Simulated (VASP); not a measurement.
# Cu (Fm-3m) in VASP: settings compared, part 2 of 3

VASP 6.6.1. The steps go on from the part before.

## (4) Phonons, PBE

The input, POSCAR:

```
Cu
1.0
    0.0000000000      1.8178591641      1.8178591641
    1.8178591641      0.0000000000      1.8178591641
    1.8178591641      1.8178591641      0.0000000000
  Cu
     1
Direct
     0.0000000000000000    0.0000000000000000    0.0000000000000000
```

The input, INCAR.step1:

```
  ALGO = Normal
  EDIFF = 1E-8
  EDIFFG = -0.002
  ENCUT = 600
  GGA = PE
  IBRION = 2
  ISIF = 3
  ISMEAR = 1
  KPAR = 2
  LASPH = T
  LCHARG = F
  LREAL = F
  LWAVE = F
  NELM = 80
  NSW = 40
  PREC = Accurate
  SIGMA = 0.2
```

The input, INCAR.step2:

```
  ALGO = Normal
  EDIFF = 1E-8
  ENCUT = 600
  GGA = PE
  IBRION = 6
  ISIF = 2
  ISMEAR = 1
  KPAR = 2
  LASPH = T
  LCHARG = F
  LREAL = F
  LWAVE = F
  NELM = 80
  NFREE = 2
  NSW = 1
  POTIM = 0.015
  PREC = Accurate
  SIGMA = 0.2
```

The input, KPOINTS:

```
k-points
0
Gamma
  32 32 32
```

Potentials or basis: VASP PAW PBE potentials, release 64 (Cu).

Launch:

```console
cat potpaw_PBE.64/Cu/POTCAR > POTCAR
cp INCAR.step1 INCAR
mpirun -np 2 vasp_std > vasp.out
cp CONTCAR POSCAR
cp INCAR.step2 INCAR
mpirun -np 2 vasp_std > vasp.out
```

OUTCAR:

```text
EDIFF = 1E-8
   ENCUT = 600
   GGA = PE
   IBRION = 6
   ISIF = 2
   ISMEAR = 1
   LASPH = T
   LREAL = F
   NELM = 80
   NFREE = 2
   NSW = 1
   POTIM = 0.015
   PREC = Accurate

 ion  position               nearest neighbor table
   1  0.000  0.000  0.000-

  LATTYP: Found a face centered cubic cell.
 ALAT       =     3.6343239649

  Lattice vectors:

 A1 = (   0.0000000000,   1.8171619825,   1.8171619825)
 A2 = (   1.8171619825,   0.0000000000,   1.8171619825)
 A3 = (   1.8171619825,   1.8171619825,   0.0000000000)

Analysis of symmetry for initial positions (statically):
=====================================================================
 Subroutine PRICEL returns:
 Original cell was already a primitive cell.

 Routine SETGRP: Setting up the symmetry group for a
 face centered cubic supercell.

 Subroutine GETGRP returns: Found 48 space group operations
 (whereof 48 operations were pure point group operations)
 out of a pool of 48 trial point group operations.

The static configuration has the point symmetry O_h .

Analysis of symmetry for dynamics (positions and initial velocities):
=====================================================================
 Subroutine PRICEL returns:
 Original cell was already a primitive cell.

 Routine SETGRP: Setting up the symmetry group for a
 face centered cubic supercell.

 Subroutine GETGRP returns: Found 48 space group operations
 (whereof 48 operations were pure point group operations)
 out of a pool of 48 trial point group operations.

The dynamic configuration has the point symmetry O_h .

[... 216 lines left out ...]

 number of electron      10.9999999 magnetization

 Free energy of the ion-electron system (eV)
  ---------------------------------------------------
  ext. energy  EPLUGINS =         0.00000000
  ---------------------------------------------------
  free energy    TOTEN  =        -3.72799499 eV

  energy without entropy =       -3.72838406  energy(sigma->0) =       -3.72812468

 E-fermi :   7.4162     XC(G=0): -12.6335

 val. band max:        7.4108520690   @ k =  -0.4062   0.1250   0.0000
 cond. band min:       7.4186173314   @ k =  -0.4687   0.0937   0.0000
 fundamental gap:      0.0077652624
 Fermi energy:         7.4161918413

 k-point     1 :       0.0000    0.0000    0.0000
  band No.  band energies     occupation
      1      -1.8413      2.00000
      2       4.4090      2.00000
      3       4.4090      2.00000
      4       4.4090      2.00000
      5       5.2106      2.00000
      6       5.2106      2.00000
      7      29.8544      0.00000
      8      32.3750      0.00000
      9      32.3750      0.00000
[... 265 lines left out ...]
 k-point    24 :       0.2188    0.0312    0.0000
  band No.  band energies     occupation
      1      -0.3124      2.00000
      2       4.1715      2.00000
      3       4.5729      2.00000
      4       4.5770      2.00000
      5       5.1692      2.00000
      6       5.2731      2.00000
      7      21.7753      0.00000
      8      29.3283      0.00000
      9      29.5137      0.00000

 [... further k-points ...]
[... 5 lines left out ...]
  --------------------------------------------------------------------------------------
  -------------------------------------------------------------------------------------
  Total        0.0009197      0.0009197      0.0009197     -0.0000000      0.0000000      0.0000000
  in kB        0.1227891      0.1227891      0.1227891     -0.0000000      0.0000000      0.0000000
  external PRESSURE =       0.1227891 kB  Pullay stress =       0.0000000 kB
[... 16 lines left out ...]
  FREE ENERGIE OF THE ION-ELECTRON SYSTEM (eV)
  ---------------------------------------------------
  free  energy   TOTEN  =        -3.7279949946 eV

  energy  without entropy=       -3.7283840582  energy(sigma->0) =       -3.72812468

 INTERNAL STRAIN TENSORS FROM DISPLACED ATOMS
 ============================================

 INTERNAL STRAIN TENSOR FOR ION    1 for displacements in x,y,z  (eV/Angst):
          X           Y           Z          XY          YZ          ZX
  --------------------------------------------------------------------------------
  x     0.00000     0.00000     0.00000     0.00000     0.00000     0.00000
  y     0.00000     0.00000     0.00000     0.00000     0.00000     0.00000
  z     0.00000     0.00000     0.00000     0.00000     0.00000     0.00000

 Eigenvectors and eigenvalues of the dynamical matrix
 ----------------------------------------------------

   1 f/i=    0.000000 THz     0.000000 2PiTHz    0.000000 cm-1     0.000000 meV
             X         Y         Z           dx          dy          dz
      0.000000  0.000000  0.000000     0.316228    0.948683    0.000000

   2 f/i=    0.000000 THz     0.000000 2PiTHz    0.000000 cm-1     0.000000 meV
             X         Y         Z           dx          dy          dz
      0.000000  0.000000  0.000000     0.948683   -0.316228    0.000000

   3 f/i=    0.000000 THz     0.000000 2PiTHz    0.000000 cm-1     0.000000 meV
             X         Y         Z           dx          dy          dz
      0.000000  0.000000  0.000000     0.000000    0.000000    1.000000

 ELASTIC MODULI CONTR FROM IONIC RELAXATION (kBar)
 Direction    XX          YY          ZZ          XY          YZ          ZX
 --------------------------------------------------------------------------------
 XX           0.0000      0.0000      0.0000      0.0000      0.0000      0.0000
 YY           0.0000      0.0000      0.0000      0.0000      0.0000      0.0000
 ZZ           0.0000      0.0000      0.0000      0.0000      0.0000      0.0000
 XY           0.0000      0.0000      0.0000      0.0000      0.0000      0.0000
 YZ           0.0000      0.0000      0.0000      0.0000      0.0000      0.0000
 ZX           0.0000      0.0000      0.0000      0.0000      0.0000      0.0000
 --------------------------------------------------------------------------------
```

Wall time 4.5 min (2 MPI ranks of Intel Xeon Platinum 8259CL at 2.50GHz (Skylake/Cascade Lake), shared host); peak memory 0.32 GiB.

Results:

* Relaxed volume: 12.00 Å³/atom
* Relaxed cell: a = 2.570 Å, b = 2.570 Å, c = 2.570 Å, α = 60.00°, β = 60.00°, γ = 60.00°
* Space group after relaxing (to 0.05 Å): Fm-3m (No. 225)

Final structure:
```
Cu
1.0
     0.00000    1.81716    1.81716
     1.81716    0.00000    1.81716
     1.81716    1.81716    0.00000
Cu
1
Direct
  0.00000 0.00000 0.00000
```

## (5) Phonons, LDA

This run uses another cell than the first one, of 10.95 Å³/atom, 0.911 times its volume.

The input, POSCAR:

```
Cu
1.0
    0.0000000000      1.7623990187      1.7623990187
    1.7623990187      0.0000000000      1.7623990187
    1.7623990187      1.7623990187      0.0000000000
  Cu
     1
Direct
     0.0000000000000000    0.0000000000000000    0.0000000000000000
```

The input, INCAR.step1:

```
PREC = Accurate
ENCUT = 600
EDIFF = 1E-8
ISMEAR = 1
SIGMA = 0.2
LREAL = F
LASPH = T
NELM = 80
ALGO = Fast
ISIF = 3
LWAVE = F
LCHARG = F
KPAR = 2
IBRION = 2
NSW = 40
EDIFFG = -0.002
```

The input, INCAR.step2:

```
PREC = Accurate
ENCUT = 600
EDIFF = 1E-8
ISMEAR = 1
SIGMA = 0.2
LREAL = F
LASPH = T
NELM = 80
ALGO = Fast
ISIF = 2
LWAVE = F
LCHARG = F
KPAR = 2
IBRION = 6
NFREE = 2
POTIM = 0.015
NSW = 1
```

The input, KPOINTS:

```
regular mesh
0
Gamma
  32 32 32
```

Potentials or basis: VASP PAW LDA potentials, release 64 (Cu).

Launch:

```console
cat potpaw_LDA.64/Cu/POTCAR > POTCAR
cp INCAR.step1 INCAR
mpirun -np 2 vasp_std > vasp.out
cp CONTCAR POSCAR
cp INCAR.step2 INCAR
mpirun -np 2 vasp_std > vasp.out
```

OUTCAR:

```text
PREC = Accurate
   ENCUT = 600
   EDIFF = 1E-8
   ISMEAR = 1
   LREAL = F
   LASPH = T
   NELM = 80
   ISIF = 2
   IBRION = 6
   NFREE = 2
   POTIM = 0.015
   NSW = 1

 ion  position               nearest neighbor table
   1  0.000  0.000  0.000-

  LATTYP: Found a face centered cubic cell.
 ALAT       =     3.5235808481

  Lattice vectors:

 A1 = (   0.0000000000,   1.7617904241,   1.7617904241)
 A2 = (   1.7617904241,   0.0000000000,   1.7617904241)
 A3 = (   1.7617904241,   1.7617904241,   0.0000000000)

Analysis of symmetry for initial positions (statically):
=====================================================================
 Subroutine PRICEL returns:
 Original cell was already a primitive cell.

 Routine SETGRP: Setting up the symmetry group for a
 face centered cubic supercell.

 Subroutine GETGRP returns: Found 48 space group operations
 (whereof 48 operations were pure point group operations)
 out of a pool of 48 trial point group operations.

The static configuration has the point symmetry O_h .

Analysis of symmetry for dynamics (positions and initial velocities):
=====================================================================
 Subroutine PRICEL returns:
 Original cell was already a primitive cell.

 Routine SETGRP: Setting up the symmetry group for a
 face centered cubic supercell.

 Subroutine GETGRP returns: Found 48 space group operations
 (whereof 48 operations were pure point group operations)
 out of a pool of 48 trial point group operations.

The dynamic configuration has the point symmetry O_h .

 Subroutine INISYM returns: Found 48 space group operations
 (whereof 48 operations are pure point group operations),
 and found     1 'primitive' translations

----------------------------------------------------------------------------------------

                                     Primitive cell

  volume of cell :      10.9369

  direct lattice vectors                    reciprocal lattice vectors
     0.000000000  1.761790424  1.761790424    -0.283802201  0.283802201  0.283802201
     1.761790424  0.000000000  1.761790424     0.283802201 -0.283802201  0.283802201
     1.761790424  1.761790424  0.000000000     0.283802201  0.283802201 -0.283802201

  length of vectors
     2.491547912  2.491547912  2.491547912     0.491559831  0.491559831  0.491559831

  position of ions in fractional coordinates (direct lattice)
     0.000000000  0.000000000  0.000000000

  ion indices of the primitive-cell ions
   primitive index   ion index
                 1           1

----------------------------------------------------------------------------------------

 KPOINTS: regular mesh

Automatic generation of k-mesh.
 Grid dimensions read from file:
 generate k-points for:   32   32   32

[... 86 lines left out ...]
  Thomas-Fermi vector in A             =   2.730914
   LORBIT       =      0    0 simple, 1 ext, 2 COOP (PROOUT), +10 PAW based schemes
   GGA     = CA    functional components
   LHFCALC =     F    Hartree Fock is set to
   AEXX    =    0.0000 exact exchange contribution
   IVDW    =     0    specifies the selected vdW correction
   LEPSILON=     F    determine dielectric tensor
   LRPA    =     F    only Hartree local field effects (RPA)
 finite differences with symmetry
 non-spin polarized calculation
 RMM-DIIS sequential band-by-band and
 Methfessel and Paxton  Order N= 1 SIGMA  =   0.20
  energy-cutoff  :      600.00
  volume of cell :       10.94
 maximum number of plane-waves:       380
   NGX =  9   NGY =  9   NGZ =  9

--------------------------------------- Ionic step        1  -------------------------------------------

 number of electron      11.0000001 magnetization

 Free energy of the ion-electron system (eV)
  ---------------------------------------------------
  ext. energy  EPLUGINS =         0.00000000
  ---------------------------------------------------
  free energy    TOTEN  =        -4.70802355 eV

  energy without entropy =       -4.70847218  energy(sigma->0) =       -4.70817309

------------------------ aborting loop because EDIFF is reached ----------------------------------------

  FORCE on cell =-STRESS in cart. coord.  units (eV):
  Direction    XX          YY          ZZ          XY          YZ          ZX
  --------------------------------------------------------------------------------------
  -------------------------------------------------------------------------------------
  Total       -0.0106070     -0.0106070     -0.0106070      0.0000000      0.0000000      0.0000000
  in kB       -1.5538565     -1.5538565     -1.5538565      0.0000000      0.0000000      0.0000000
  external PRESSURE =      -1.5538565 kB  Pullay stress =       0.0000000 kB
[... 57 lines left out ...]
--------------------------------------- Ionic step        3  -------------------------------------------

 number of electron      11.0000000 magnetization

 Free energy of the ion-electron system (eV)
  ---------------------------------------------------
  ext. energy  EPLUGINS =         0.00000000
  ---------------------------------------------------
  free energy    TOTEN  =        -4.70802032 eV

  energy without entropy =       -4.70846894  energy(sigma->0) =       -4.70816986

 E-fermi :   8.3742     XC(G=0): -13.5578

 val. band max:        8.3651815359   @ k =   0.5000   0.1563   0.0312
 cond. band min:       8.3787432410   @ k =   0.4375   0.4062   0.0000
 fundamental gap:      0.0135617051
 Fermi energy:         8.3741840050

 k-point     1 :       0.0000    0.0000    0.0000
  band No.  band energies     occupation
      1      -1.6069      2.00000
      2       5.0208      2.00000
      3       5.0208      2.00000
      4       5.0208      2.00000
      5       5.9642      2.00000
      6       5.9642      2.00000
      7      31.6285      0.00000
      8      34.7122      0.00000
      9      34.7189      0.00000
[... 265 lines left out ...]
 k-point    24 :       0.2188    0.0312    0.0000
  band No.  band energies     occupation
      1       0.0191      2.00000
      2       4.7434      2.00000
      3       5.2120      2.00000
      4       5.2167      2.00000
      5       5.9119      2.00000
      6       6.0336      2.00000
      7      23.5985      0.00000
      8      31.5008      0.00000
      9      31.5863      0.00000

 [... further k-points ...]
[... 5 lines left out ...]
  --------------------------------------------------------------------------------------
  -------------------------------------------------------------------------------------
  Total        0.0007251      0.0007251      0.0007251     -0.0000000      0.0000000     -0.0000000
  in kB        0.1062277      0.1062277      0.1062277     -0.0000000      0.0000000     -0.0000000
  external PRESSURE =       0.1062277 kB  Pullay stress =       0.0000000 kB
[... 16 lines left out ...]
  FREE ENERGIE OF THE ION-ELECTRON SYSTEM (eV)
  ---------------------------------------------------
  free  energy   TOTEN  =        -4.7080203190 eV

  energy  without entropy=       -4.7084689381  energy(sigma->0) =       -4.70816986

 INTERNAL STRAIN TENSORS FROM DISPLACED ATOMS
 ============================================

 INTERNAL STRAIN TENSOR FOR ION    1 for displacements in x,y,z  (eV/Angst):
          X           Y           Z          XY          YZ          ZX
  --------------------------------------------------------------------------------
  x     0.00000     0.00000     0.00000     0.00000     0.00000     0.00000
  y     0.00000     0.00000     0.00000     0.00000     0.00000     0.00000
  z     0.00000     0.00000     0.00000     0.00000     0.00000     0.00000

 Eigenvectors and eigenvalues of the dynamical matrix
 ----------------------------------------------------

   1 f  =    0.000000 THz     0.000000 2PiTHz    0.000000 cm-1     0.000000 meV
             X         Y         Z           dx          dy          dz
      0.000000  0.000000  0.000000     0.514496    0.857493    0.000000

   2 f  =    0.000000 THz     0.000000 2PiTHz    0.000000 cm-1     0.000000 meV
             X         Y         Z           dx          dy          dz
      0.000000  0.000000  0.000000     0.857493   -0.514496    0.000000

   3 f  =    0.000000 THz     0.000000 2PiTHz    0.000000 cm-1     0.000000 meV
             X         Y         Z           dx          dy          dz
      0.000000  0.000000  0.000000     0.000000    0.000000    1.000000

 ELASTIC MODULI CONTR FROM IONIC RELAXATION (kBar)
 Direction    XX          YY          ZZ          XY          YZ          ZX
 --------------------------------------------------------------------------------
 XX           0.0000      0.0000      0.0000      0.0000      0.0000      0.0000
 YY           0.0000      0.0000      0.0000      0.0000      0.0000      0.0000
 ZZ           0.0000      0.0000      0.0000      0.0000      0.0000      0.0000
 XY           0.0000      0.0000      0.0000      0.0000      0.0000      0.0000
 YZ           0.0000      0.0000      0.0000      0.0000      0.0000      0.0000
 ZX           0.0000      0.0000      0.0000      0.0000      0.0000      0.0000
 --------------------------------------------------------------------------------
```

It took 4.8 min on 2 MPI ranks of AMD EPYC 7R43 (Zen 3), shared host; peak memory 0.27 GiB.

Results:

```
Relaxed volume                         : 10.94 Å³/atom
Relaxed cell                           : a = 2.492 Å, b = 2.492 Å, c = 2.492 Å, α = 60.00°, β = 60.00°, γ = 60.00°
Space group after relaxing (to 0.05 Å) : Fm-3m (No. 225)
```

Final structure:
```
Cu
1.0
     0.00000    1.76179    1.76179
     1.76179    0.00000    1.76179
     1.76179    1.76179    0.00000
Cu
1
Direct
  0.00000 0.00000 0.00000
```

(Part 2 of 3 ends here.)
